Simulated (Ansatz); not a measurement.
# Heat of formation of CHF3 (trifluoromethane) from total energies

CHF3: 5 atoms, total charge 0, spin state singlet. As SMILES, `FC(F)F`. Geometry: relaxed at PBE0-D4/def2-TZVP.

Total energies at B3LYP/def2-SVPD (Ansatz 0.2.0); the atoms run unrestricted:

| species | state | energy (Eh) |
| --- | --- | --- |
| CHF3 | singlet | -338.004875 |
| F | doublet | -99.653089 |
| C | triplet | -37.814940 |
| H | doublet | -0.501259 |

Harmonic wavenumbers at PBE0-D4/def2-TZVP, in cm⁻¹: 510, 510, 708, 1159, 1180, 1180, 1397, 1397, 3131.

Measured heats of formation of the gaseous atoms at 298.15 K, in kJ/mol: F 79.4, C 716.9, H 218.0. Spin-orbit lowering of the atoms at 298 K (mean of the ground term's levels less their thermal mean, from spectra), in kJ/mol: F 1.29, C 0.02. Take 1 Eh = 2625.50 kJ/mol, 1 cm⁻¹ = 0.0119627 kJ/mol, RT = 2.479 kJ/mol.

**Question.** What heat of formation follows?

**Answer.** 
1. Electronic atomisation energy: 3 × (-99.653089) + (-37.814940) + (-0.501259) − (-338.004875) = 0.729409 Eh = 1915.1 kJ/mol.
2. Zero-point energy: half the sum of the wavenumbers, 5586 cm⁻¹ = 66.8 kJ/mol.
3. Thermal vibrational enthalpy, Σ hcν̃/(exp(hcν̃/kT) − 1): 1.6 kJ/mol. Translation, rotation and pV of a non-linear molecule: 4 RT = 9.9 kJ/mol.
4. The 5 free atoms carry 5/2 RT each: 31.0 kJ/mol.
5. Spin-orbit coupling lowers the free atoms by 3 × 1.29 + 0.02 = 3.9 kJ/mol.
6. Atomisation enthalpy at 298 K: 1915.1 − 3.9 − 66.8 − 1.6 − 9.9 + 31.0 = 1863.9 kJ/mol.
7. Sum of the atoms' heats of formation: 1173.1 kJ/mol. Heat of formation: 1173.1 − 1863.9 = -690.8 kJ/mol.

The tabulated value is -695.9 kJ/mol (Active Thermochemical Tables), so this level is off by +5.0 kJ/mol, or 0.3 % of the atomisation enthalpy that the table implies (1868.8 kJ/mol). So close a hit in a small basis owes something to errors that cancel. Anharmonicity and any spin-orbit splitting of the molecule are left out.
